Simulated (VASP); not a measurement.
# TaN (Fm-3m) in VASP: notebook, part 2 of 2

VASP 6.6.1. The steps go on from the part before.

**5. Single point, PBE+U, collinear spin, zero start**

File INCAR:

```
ALGO = Normal
EDIFF = 1E-6
ENCUT = 520
GGA = PE
ISIF = 2
ISMEAR = 0
ISPIN = 2
LASPH = True
LCHARG = False
LDAU = True
LDAUJ = 0 0
LDAUL = 2 -1
LDAUPRINT = 1
LDAUTYPE = 2
LDAUU = 7 0
LMAXMIX = 4
LORBIT = 11
LREAL = False
LWAVE = False
MAGMOM = 0 0
NBANDS = 19
NELM = 100
PREC = Accurate
SIGMA = 0.05
```

File KPOINTS:

```
k-points
0
Gamma
  7 7 7
```

File POSCAR:

```
TaN
1.0
    0.0000000000      2.1790013100      2.1790013100
    2.1790013100      0.0000000000      2.1790013100
    2.1790013100      2.1790013100      0.0000000000
Ta N
1 1
Direct
    0.5000000000      0.5000000000      0.5000000000
    0.0000000000      0.0000000000      0.0000000000
```

Potentials or basis: VASP PAW PBE potentials, release 64 (Ta_pv, N).

On the command line:

```sh
cat potpaw_PBE.64/Ta_pv/POTCAR potpaw_PBE.64/N/POTCAR > POTCAR
mpirun -np 1 vasp_std > vasp.out
```

OUTCAR:

```text
EDIFF = 1E-6
   ENCUT = 520
   GGA = PE
   ISIF = 2
   ISMEAR = 0
   ISPIN = 2
   LASPH = True
   LORBIT = 11
   LREAL = False
   NELM = 100
   PREC = Accurate

 ion  position               nearest neighbor table
   1  0.500  0.500  0.500-   2 2.18   2 2.18   2 2.18   2 2.18   2 2.18   2 2.18
   2  0.000  0.000  0.000-   1 2.18   1 2.18   1 2.18   1 2.18   1 2.18   1 2.18

  LATTYP: Found a face centered cubic cell.
 ALAT       =     4.3580026200

  Lattice vectors:

 A1 = (   0.0000000000,   2.1790013100,   2.1790013100)
 A2 = (   2.1790013100,   0.0000000000,   2.1790013100)
 A3 = (   2.1790013100,   2.1790013100,   0.0000000000)

Analysis of symmetry for initial positions (statically):
=====================================================================
 Subroutine PRICEL returns:
 Original cell was already a primitive cell.

 Routine SETGRP: Setting up the symmetry group for a
 face centered cubic supercell.

 Subroutine GETGRP returns: Found 48 space group operations
 (whereof 48 operations were pure point group operations)
 out of a pool of 48 trial point group operations.

The static configuration has the point symmetry O_h .

Analysis of symmetry for dynamics (positions and initial velocities):
=====================================================================
 Subroutine PRICEL returns:
 Original cell was already a primitive cell.

 Routine SETGRP: Setting up the symmetry group for a
 face centered cubic supercell.

 Subroutine GETGRP returns: Found 48 space group operations
 (whereof 48 operations were pure point group operations)
 out of a pool of 48 trial point group operations.

The dynamic configuration has the point symmetry O_h .

Analysis of structural, dynamic, and magnetic symmetry:
=====================================================================
 Subroutine PRICEL returns:
 Original cell was already a primitive cell.

 Routine SETGRP: Setting up the symmetry group for a
 face centered cubic supercell.
[... 194 lines left out ...]
  ---------------------------------------------------
  free energy    TOTEN  =       -15.44731612 eV

  energy without entropy =      -15.44662361  energy(sigma->0) =      -15.44696986

 E-fermi :  10.9126     XC(G=0): -13.6170

 val. band max:       10.6018116405   @ k =  -0.2857   0.1429   0.0000
 cond. band min:      10.9536447254   @ k =   0.2857   0.0000   0.0000
 fundamental gap:      0.3518330848
 Fermi energy:        10.9126447915

 spin component 1

 k-point     1 :       0.0000    0.0000    0.0000
  band No.  band energies     occupation
      1     -26.5016      1.00000
      2     -26.5016      1.00000
      3     -26.5016      1.00000
      4      -8.8935      1.00000
      5       6.4252      1.00000
      6       6.4252      1.00000
[... 416 lines left out ...]
      5       2.3956      1.00000
      6       3.3412      1.00000
[... 11 lines left out ...]
     18      30.2316      0.00000
     19      31.0900      0.00000
 Fermi energy:        10.9126447915

 spin component 2

 k-point     1 :       0.0000    0.0000    0.0000
  band No.  band energies     occupation
      1     -26.5016      1.00000
      2     -26.5016      1.00000
      3     -26.5016      1.00000
      4      -8.8935      1.00000
      5       6.4252      1.00000
      6       6.4252      1.00000
[... 417 lines left out ...]
      6       3.3412      1.00000
[... 11 lines left out ...]
     18      30.2316      0.00000
     19      31.0900      0.00000

------------------------ aborting loop because EDIFF is reached ----------------------------------------

  FORCE on cell =-STRESS in cart. coord.  units (eV):
  Direction    XX          YY          ZZ          XY          YZ          ZX
  --------------------------------------------------------------------------------------
  -------------------------------------------------------------------------------------
  Total        5.0253644      5.0253644      5.0253644      0.0000000     -0.0000000      0.0000000
  in kB      389.1129369    389.1129369    389.1129369      0.0000000     -0.0000000      0.0000000
  external PRESSURE =     389.1129369 kB  Pullay stress =       0.0000000 kB

 VOLUME and BASIS-vectors are now :
 -----------------------------------------------------------------------------
  energy-cutoff  :      520.00
  volume of cell :       20.69
      direct lattice vectors                 reciprocal lattice vectors
     0.000000000  2.179001310  2.179001310    -0.229462918  0.229462918  0.229462918
     2.179001310  0.000000000  2.179001310     0.229462918 -0.229462918  0.229462918
     2.179001310  2.179001310  0.000000000     0.229462918  0.229462918 -0.229462918

 POSITION                                       TOTAL-FORCE (eV/Angst)
 -----------------------------------------------------------------------------------
      2.17900      2.17900      2.17900         0.000000      0.000000     -0.000000
      0.00000      0.00000      0.00000        -0.000000     -0.000000      0.000000
 -----------------------------------------------------------------------------------
    total drift:                                0.000000     -0.000000     -0.000000

  FREE ENERGIE OF THE ION-ELECTRON SYSTEM (eV)
  ---------------------------------------------------
  free  energy   TOTEN  =       -15.4473161160 eV

  energy  without entropy=      -15.4466236124  energy(sigma->0) =      -15.44696986

 total charge

# of ion       s       p       d       tot
------------------------------------------
    1        0.304   6.261   2.228   8.794
    2        1.232   2.613   0.000   3.845
--------------------------------------------------
tot          1.536   8.874   2.228  12.639

 magnetization (x)

# of ion       s       p       d       tot
------------------------------------------
    1        0.000  -0.000   0.000   0.000
    2       -0.000  -0.000   0.000  -0.000
--------------------------------------------------
tot         -0.000  -0.000   0.000   0.000
```

stdout:

```text
POSCAR found type information on POSCAR TaN
 POSCAR found :  2 types and       2 ions
 scaLAPACK will be used
 LDA part: xc-table for (Slater+PW92), standard interpolation
 POSCAR, INCAR and KPOINTS ok, starting setup
 FFT: planning ... GRIDC
 FFT: planning ... GRID_SOFT
 FFT: planning ... GRID
 WAVECAR not read
 entering main loop
```

Run time: 17 s. Hardware: 1 thread of Intel Xeon Platinum 8375C at 2.90GHz (Ice Lake), shared host; peak memory 0.15 GiB.

Results:

| Quantity | Value |
| --- | --- |
| Free energy | -15.4473 eV |
| Pressure | 38.9 GPa |
| Band gap on the k mesh | none (metal or under the smearing width) |
| Net moment | 0.00 μB per cell |
| Valence electrons inside the program's atomic spheres | Ta 8.79; N 3.85 |

Eigenvalues of the final occupation matrices:
```
    site  spin  trace               eigenvalues
site 1 d     1   1.14  0.19 0.19 0.25 0.25 0.25
site 1 d     2   1.14  0.19 0.19 0.25 0.25 0.25
```

Caveat: a pressure of tens of GPa on the cell as given is suspect, and the run, the potentials or the cell itself is likely at fault. Spin-orbit coupling is left out, which matters for the levels of Ta.

**6. Single point, PBE+U, collinear spin, random start**

File INCAR:

```
SYSTEM = TaN
ALGO = Normal ; EDIFF = 1E-6
ENCUT = 520 ; GGA = PE
ISIF = 2 ; ISMEAR = 0
ISPIN = 2 ; LASPH = .True.
LCHARG = .True. ; LDAU = .True.
LDAUJ = 0 0 ; LDAUL = 2 -1
LDAUPRINT = 1 ; LDAUTYPE = 2
LDAUU = 7 0 ; LELF = .True.
LMAXMIX = 4 ; LORBIT = 11
LREAL = .False. ; LVHAR = .True.
LWAVE = .False. ; MAGMOM = 0.42 0
NELM = 60 ; PREC = Accurate
SIGMA = 0.05
```

File KPOINTS:

```
k-points
0
Gamma
  7 7 7
  0 0 0
```

POSCAR is that of step 5.

Potentials or basis: VASP PAW PBE potentials, release 64 (Ta_pv, N).

On the command line:

```sh
cat potpaw_PBE.64/Ta_pv/POTCAR potpaw_PBE.64/N/POTCAR > POTCAR
mpirun -np 1 vasp_std > vasp.out
```

Run time: 13 s. Hardware: 1 thread of Intel Xeon Platinum 8375C at 2.90GHz (Ice Lake), shared host; peak memory 0.15 GiB.

It converged, with:

```yaml
Free_energy: -15.4473 eV
Pressure: 38.9 GPa
Band_gap_on_the_k_mesh: none (metal or under the smearing width)
Net_moment: 0.00 μB per cell
Valence_electrons_inside_the_program's_atomic_spheres: Ta 8.79; N 3.85
```

Levels at points of the mesh, in eV from the Fermi level:
Spin up:
```csv
k point,band 5,band 6,band 7,band 8,band 9,band 10,band 11,band 12
"(0.00, 0.00, 0.00)",-4.49,-4.49,-4.49,-2.20,-2.20,-2.20,0.55,0.90
```
Spin down:
```csv
k point,band 4,band 5,band 6,band 7,band 8,band 9,band 10,band 11,band 12
"(0.00, 0.00, 0.00)",-19.81,-4.49,-4.49,-4.49,-2.20,-2.20,-2.20,0.55,0.90
```

Eigenvalues of the final occupation matrices:
| site | spin | trace | eigenvalues |
| --- | --- | --- | --- |
| site 1 d | 1 | 1.14 | 0.19 0.19 0.25 0.25 0.25 |
| site 1 d | 2 | 1.14 | 0.19 0.19 0.25 0.25 0.25 |

Caveat: a pressure of tens of GPa on the cell as given is suspect, and the run, the potentials or the cell itself is likely at fault. Spin-orbit coupling is left out, which matters for the levels of Ta.

**7. Single point, PBE+U, collinear spin, ferromagnetic start**

File INCAR:

```
SYSTEM = TaN
  PREC = Accurate
  ENCUT = 520
  EDIFF = 1E-7
  ISMEAR = 0
  SIGMA = 0.05
  LREAL = .False.
  LASPH = .True.
  NELM = 80
  ALGO = Fast
  ISIF = 2
  LWAVE = .False.
  LCHARG = .True.
  ISPIN = 2
  MAGMOM = 0.5 0
  LORBIT = 11
  NUPDOWN = 2
  LMAXMIX = 4
  LDAU = .True.
  LDAUTYPE = 2
  LDAUL = 2 -1
  LDAUU = 7 0
  LDAUJ = 0 0
  LDAUPRINT = 1
  GGA = PE
  LELF = .True.
  LVHAR = .True.
  NBANDS = 19
```

File KPOINTS:

```
Automatic mesh
0
Gamma
  7 7 7
  0 0 0
```

POSCAR is that of step 6.

On the command line:

```sh
cat potpaw_PBE.64/Ta_pv/POTCAR potpaw_PBE.64/N/POTCAR > POTCAR
mpirun -np 1 vasp_std > vasp.out
```

Wall time 22 s (1 thread of Intel Xeon Platinum 8375C at 2.90GHz (Ice Lake), shared host); peak memory 0.15 GiB.

Results (log left out):

```yaml
Free_energy: -14.0091 eV
Pressure: 68.2 GPa
Net_moment: 2.00 μB per cell
Site_moments: Ta +1.38; N +0.12 μB
Valence_electrons_inside_the_program's_atomic_spheres: Ta 8.93; N 3.87
```

Eigenvalues of the final occupation matrices:
| site | spin | trace | eigenvalues |
| --- | --- | --- | --- |
| site 1 d | 1 | 1.89 | 0.20 0.20 0.50 0.50 0.50 |
| site 1 d | 2 | 0.52 | 0.06 0.06 0.06 0.18 0.18 |

Caveat: the moment is held away from its start; a pressure of tens of GPa on the cell as given is suspect, and the run, the potentials or the cell itself is likely at fault; the total moment is fixed, so each spin has its own Fermi level.

**8. The reference run**

An earlier run on the cell as given: functional PBE; potentials or basis VASP PAW PBE potentials, release 64 (Ta_pv, N); cutoff 520 eV; k mesh 10 × 10 × 10; occupations fermi-dirac, width 0.05 eV; no spin polarisation.

* Pressure: 15.4 GPa
* Band gap on the k mesh: none (metal or under the smearing width)

**9. Summary**

```tsv
level	spin	U	fixed moment (μB)	k mesh	smearing	gap on the mesh (eV)	pressure (GPa)	moment (μB)
PBEsol+U	collinear, ferromagnetic start	Ta d U = 6 eV	4	7 × 7 × 7	gaussian 0.05 eV	-	113.9	4.00
PBE+U	collinear, ferromagnetic start	Ta d U = 7 eV	-	7 × 7 × 7	gaussian 0.05 eV	none	38.9	0.00
PBE+U	collinear, zero start	Ta d U = 7 eV	-	7 × 7 × 7	gaussian 0.05 eV	none	38.9	0.00
PBE+U	collinear, random start	Ta d U = 7 eV	-	7 × 7 × 7	gaussian 0.05 eV	none	38.9	0.00
PBE+U	collinear, ferromagnetic start	Ta d U = 7 eV	2	7 × 7 × 7	gaussian 0.05 eV	-	68.2	2.00
PBE	off	-	-	10 × 10 × 10	fermi-dirac 0.05 eV	none	15.4	-
```

Alike in all rows: task single point; potentials or basis VASP PAW PBE potentials, release 64 (Ta_pv, N); cell as given; cutoff (eV) 520.

Every run on the cell as given and a fine mesh finds a metal. The pressure there spans 15.4 GPa (PBE) to 113.9 GPa (PBEsol+U); a positive pressure means that this level wants a larger cell, a negative one a smaller.

Caveats: a pressure of tens of GPa on the cell as given is suspect, and the run, the potentials or the cell itself is likely at fault (some runs); the moment is held away from its start (some runs); the total moment is fixed, so each spin has its own Fermi level (some runs); the PAW data sets were made with another functional, which shifts forces and pressure a little (some runs); so large a pressure means that the cell lies far from this level's equilibrium, or that cutoff or potentials fall short (some runs).

Absolute energies hang on the potentials; compare differences alone.
